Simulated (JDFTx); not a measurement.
# AlN (P6_3mc) in JDFTx: single point with PBEsol

Aim: the single point of AlN with PBEsol.

Program: JDFTx 1.7.0 (patched build). These are calculated values, not measurements. Logs are shortened: lines on timing, memory, paths and dates and some standing lists are left out, and cuts for length are marked. The log counts tension as positive stress, the text compression.

**Experimental background.**

“Structural and optical properties of self-assembled AlN nanowires grown on SiO2/Si substrates by molecular beam epitaxy”, 2024, arxiv:2402.00216 quotes, for a bulk crystal of AlN at 0 K: band gap 6.0343 eV (an exciton energy, a little under the gap).

How close the calculation comes is told below.

## Step 1: Starting point

The structure is hexagonal, space group P6_3mc (No. 186). Conventional cell: a = 3.113 Å, b = 3.113 Å, c = 4.981 Å, α = 90.00°, β = 90.00°, γ = 120.00°. Around Al (site symmetry 3m) lie 4 N at 1.89 Å. N (site symmetry 3m) has 4 Al at 1.89 Å as nearest neighbours.

## Step 2: Single point, PBEsol

AlN.in reads:

```
lattice \
    3.1130000000    -1.5565000000     0.0000000000 \
    0.0000000000     2.6959370820     0.0000000000 \
    0.0000000000     0.0000000000     4.9810000000
latt-scale 1.889726124626 1.889726124626 1.889726124626
coords-type Lattice
ion Al     0.6666666667     0.3333333333     0.5000000000 1
ion Al     0.3333333333     0.6666666667     0.0000000000 1
ion N      0.6666666667     0.3333333333     0.8800000000 1
ion N      0.3333333333     0.6666666667     0.3800000000 1

ion-species pseudo/Al.upf
ion-species pseudo/N.upf
elec-cutoff 42 336
elec-ex-corr gga-PBEsol
kpoint-folding 10 10 6
elec-smearing Fermi 0.0018374661
elec-n-bands 14
electronic-SCF nIterations 100 energyDiffThreshold 1e-09
electronic-minimize nIterations 30 energyDiffThreshold 1e-7
converge-empty-states yes
forces-output-coords Cartesian

dump-name run.$VAR
dump End Ecomponents EigStats BandEigs Kpoints Forces Stress ElecDensity
```

Potentials or basis: PseudoDojo-SR-PBEsol-0.4.1-standard with smoothed tails.

The run is started by

```bash
$ jdftx -c 1 -i AlN.in -o AlN.out
```

The log of the run:

```text
*************** JDFTx 1.7.0 (patched build) ***************

Input parsed successfully to the following command list (including defaults):
[... the input with its defaults ...]

---------- Setting up symmetries ----------

Found 24 point-group symmetries of the bravais lattice
Found 12 space-group symmetries with basis
Applied RMS atom displacement 3.39639e-10 bohrs to make symmetries exact.

---------- Initializing the Grid ----------
R =
[      5.88272     -2.94136            0  ]
[            0      5.09458            0  ]
[            0            0      9.41273  ]
unit cell volume = 282.099
G =
[    1.06808   0.616654         -0  ]
[          0    1.23331          0  ]
[          0         -0    0.66752  ]
Minimum fftbox size, Smin = [  52  52  80  ]
Chosen fftbox size, S = [  54  54  80  ]

---------- Initializing tighter grid for wavefunction operations ----------
R =
[      5.88272     -2.94136            0  ]
[            0      5.09458            0  ]
[            0            0      9.41273  ]
unit cell volume = 282.099
G =
[    1.06808   0.616654         -0  ]
[          0    1.23331          0  ]
[          0         -0    0.66752  ]
Minimum fftbox size, Smin = [  36  36  56  ]
Chosen fftbox size, S = [  36  36  56  ]

---------- Exchange Correlation functional ----------
Initalized PBEsol GGA exchange.
Initalized PBEsol GGA correlation.

---------- Setting up pseudopotentials ----------
Width of ionic core gaussian charges (only for fluid interactions / plotting) set to 0

Reading pseudopotential file 'pseudo/Al.upf':
  'Al' pseudopotential, 'PBESOL' functional
  Generated using ONCVPSP code by D. R. Hamann
  3 valence electrons, 2 orbitals, 6 projectors, 1001 radial grid points, with lMax = 2
    3S    l: 0   occupation:  2.0   eigenvalue: -0.283523
    3P    l: 1   occupation:  1.0   eigenvalue: -0.098840
  Core radius for overlap checks: 1.74 bohrs.

Reading pseudopotential file 'pseudo/N.upf':
  'N' pseudopotential, 'PBESOL' functional
  Generated using ONCVPSP code by D. R. Hamann
  5 valence electrons, 2 orbitals, 4 projectors, 1001 radial grid points, with lMax = 1
    2S    l: 0   occupation:  2.0   eigenvalue: -0.678237
    2P    l: 1   occupation:  3.0   eigenvalue: -0.258576
  Core radius for overlap checks: 1.31 bohrs.

Initialized 2 species with 4 total atoms.

Folded 1 k-points by 10x10x6 to 600 k-points.

---------- Setting up k-points, bands, fillings ----------
Adding inversion symmetry to k-mesh for non-inversion-symmetric unit cell.
Reduced to 56 k-points under symmetry.
Computing the number of bands and number of electrons
Calculating initial fillings.
nElectrons:  16.000000   nBands: 14   nStates: 56

----- Setting up reduced wavefunction bases (one per k-point) -----
average nbasis = 3667.555 , ideal nbasis = 3667.499

---------- Setting up ewald sum ----------
Optimum gaussian width for ewald sums = 2.076670 bohr.
Real space sum over 1089 unit cells with max indices [  5  5  4  ]
Reciprocal space sum over 2873 terms with max indices [  6  6  8  ]

---------- Allocating electronic variables ----------
Initializing wave functions:  linear combination of atomic orbitals
Al pseudo-atom occupations:   s ( 2 )  p ( 1 )
N pseudo-atom occupations:   s ( 2 )  p ( 3 )
	FillingsUpdate:  mu: +0.521502945  nElectrons: 16.000000
LCAOMinimize: Iter:   0  F: -23.8624781886232924  |grad|_K:  9.303e-03  alpha:  1.000e+00
	FillingsUpdate:  mu: +0.407259845  nElectrons: 16.000000
LCAOMinimize: Iter:   1  F: -24.1686036293055331  |grad|_K:  7.052e-04  alpha:  3.826e-01  linmin: -6.957e-01  cgtest:  9.214e-01
LCAOMinimize: Encountered beta<0, resetting CG.
[... 5 lines of inner loops ...]
LCAOMinimize: Iter:   4  F: -24.1702131346894333  |grad|_K:  2.749e-07  alpha:  3.967e-01  linmin:  6.175e-05  cgtest:  1.199e-02
	FillingsUpdate:  mu: +0.399785330  nElectrons: 16.000000
LCAOMinimize: Iter:   5  F: -24.1702131352536540  |grad|_K:  2.679e-08  alpha:  9.236e-01  linmin:  4.457e-03  cgtest: -8.632e-03
LCAOMinimize: Converged (|Delta F|<1.000000e-06 for 2 iters).

-------- Electronic minimization -----------
Will mix electronic density at each iteration.
	FillingsUpdate:  mu: +0.399785330  nElectrons: 16.000000
	FillingsUpdate:  mu: +0.372358217  nElectrons: 16.000000
SCF: Cycle:  0   F: -24.306759686866609   dF: -1.365e-01   |Residual|: 1.227e-01   |deigs|: 5.745e-02
	FillingsUpdate:  mu: +0.300000000  nElectrons: 16.000000
SCF: Cycle:  1   F: -24.316990731809430   dF: -1.023e-02   |Residual|: 3.677e-02   |deigs|: 1.216e-02
	FillingsUpdate:  mu: +0.300000000  nElectrons: 16.000000
SCF: Cycle:  2   F: -24.317217917169529   dF: -2.272e-04   |Residual|: 1.368e-02   |deigs|: 7.615e-04
	FillingsUpdate:  mu: +0.300000000  nElectrons: 16.000000
SCF: Cycle:  3   F: -24.317261423854763   dF: -4.351e-05   |Residual|: 2.529e-03   |deigs|: 1.494e-03
	FillingsUpdate:  mu: +0.300000000  nElectrons: 16.000000
SCF: Cycle:  4   F: -24.317264827742338   dF: -3.404e-06   |Residual|: 1.395e-03   |deigs|: 2.759e-04
	FillingsUpdate:  mu: +0.300000000  nElectrons: 16.000000
SCF: Cycle:  5   F: -24.317266964276961   dF: -2.137e-06   |Residual|: 9.170e-05   |deigs|: 1.958e-04
	FillingsUpdate:  mu: +0.300000000  nElectrons: 16.000000
SCF: Cycle:  6   F: -24.317267299000616   dF: -3.347e-07   |Residual|: 1.051e-04   |deigs|: 8.807e-05
	FillingsUpdate:  mu: +0.300000000  nElectrons: 16.000000
SCF: Cycle:  7   F: -24.317267451896779   dF: -1.529e-07   |Residual|: 2.341e-05   |deigs|: 6.789e-05
	FillingsUpdate:  mu: +0.300000000  nElectrons: 16.000000
SCF: Cycle:  8   F: -24.317267492691450   dF: -4.079e-08   |Residual|: 9.987e-06   |deigs|: 6.006e-05
	FillingsUpdate:  mu: +0.300000000  nElectrons: 16.000000
SCF: Cycle:  9   F: -24.317267512658198   dF: -1.997e-08   |Residual|: 9.338e-06   |deigs|: 1.186e-04
	FillingsUpdate:  mu: +0.300000000  nElectrons: 16.000000
SCF: Cycle: 10   F: -24.317267517356424   dF: -4.698e-09   |Residual|: 4.808e-06   |deigs|: 1.072e-04
	FillingsUpdate:  mu: +0.300000000  nElectrons: 16.000000
SCF: Cycle: 11   F: -24.317267519573964   dF: -2.218e-09   |Residual|: 1.755e-06   |deigs|: 1.544e-04
	FillingsUpdate:  mu: +0.300000000  nElectrons: 16.000000
SCF: Cycle: 12   F: -24.317267520141669   dF: -5.677e-10   |Residual|: 9.992e-07   |deigs|: 1.413e-04
	FillingsUpdate:  mu: +0.300000000  nElectrons: 16.000000
SCF: Cycle: 13   F: -24.317267520395333   dF: -2.537e-10   |Residual|: 4.646e-07   |deigs|: 1.401e-04
SCF: Converged (|Delta E|<1.000000e-09 for 2 iters).

Setting wave functions to eigenvectors of Hamiltonian
Converging empty states (this may take a while):
EmptyStates: None of the convergence criteria satisfied.
|deigs|: 1.064e-03

# Stress tensor in Cartesian coordinates [Eh/a0^3]:
[  1.29083e-05            0            0  ]
[            0  1.29083e-05            0  ]
[            0            0 -3.93395e-05  ]

# Ionic positions in lattice coordinates:
ion Al   0.666666666666667   0.333333333333333   0.500000000000000 1
ion Al   0.333333333333333   0.666666666666667   0.000000000000000 1
ion N   0.666666666666667   0.333333333333333   0.880000000000000 1
ion N   0.333333333333333   0.666666666666667   0.380000000000000 1

# Forces in Cartesian coordinates:
force Al  -0.000000000000000   0.000000000000000  -0.002567555896248 1
force Al   0.000000000000000  -0.000000000000000  -0.002567555896248 1
force N   0.000000000000000   0.000000000000000   0.002567960559661 1
force N   0.000000000000000  -0.000000000000000   0.002567960559661 1

# Energy components:
   Eewald =      -21.7432241419002814
       EH =        5.6118194032020341
     Eloc =      -15.9849038075875018
      Enl =       -1.3048436143653648
      Exc =       -8.4117893296803299
 Exc_core =        1.2125913806728426
       KE =       16.3030825892633295
-------------------------------------
     Etot =      -24.3172675203952799
       TS =        0.0000000000000537
-------------------------------------
        F =      -24.3172675203953332

IonicMinimize: Iter:   0  F: -24.317267520395333  |grad|_K:  1.482e-03
IonicMinimize: None of the convergence criteria satisfied after 0 iterations.

#--- Lowdin population analysis ---
# oxidation-state Al +1.061 +1.061
# oxidation-state N -0.999 -0.999

Dumping 'run.eigStats' ...
	eMin: -0.298398 at state 0 ( [ +0.000000 +0.000000 +0.000000 ] spin 0 )
	HOMO: +0.257655 at state 0 ( [ +0.000000 +0.000000 +0.000000 ] spin 0 )
	mu  : +0.300000
	LUMO: +0.409658 at state 0 ( [ +0.000000 +0.000000 +0.000000 ] spin 0 )
	eMax: +0.737559 at state 0 ( [ +0.000000 +0.000000 +0.000000 ] spin 0 )
	HOMO-LUMO gap: +0.152002
	Optical gap  : +0.152002 at state 0 ( [ +0.000000 +0.000000 +0.000000 ] spin 0 )
WARNING: the last solve of the electrons (or of bands or displaced states from it) ended unconverged.
Done!
[note: mu as printed may lie anywhere between the filled and the empty levels]
```

Wall time 2.7 min (1 thread of Arm Neoverse V1, shared host); peak memory 0.26 GiB.

Results:

* Free energy: -661.7066 eV
* Pressure: 0.1 GPa
* Largest force: 0.132 eV/Å
* Band gap on the k mesh: 4.14 eV, direct
* Loewdin charges: Al +1.06; N -1.00 e

Forces on the atoms (eV/Å):
```
Al   0.000  0.000 -0.132
Al   0.000  0.000 -0.132
N    0.000  0.000  0.132
N    0.000  0.000  0.132
```

Stress tensor (GPa, compression positive):
```
-0.38  0.00  0.00
 0.00 -0.38  0.00
 0.00  0.00  1.16
```

Caveat: the empty levels aren't tightly converged.

## Step 3: Comparison with measurements

Step 2. Against the measured gap of AlN, 6.0343 eV (an exciton energy, a little under the gap; 0 K; quoted in “Structural and optical properties of self-assembled AlN nanowires grown on SiO2/Si substrates by molecular beam epitaxy”, 2024, arxiv:2402.00216), the calculated 4.14 eV is off by -1.90 eV. 2 values of this kind are on record (6.034 to 6.0343 eV); this one was drawn at random. The value is that of PBEsol on a finite k mesh, which can miss the band edges, without temperature or zero-point motion. Semilocal functionals fall short of measured gaps as a rule.
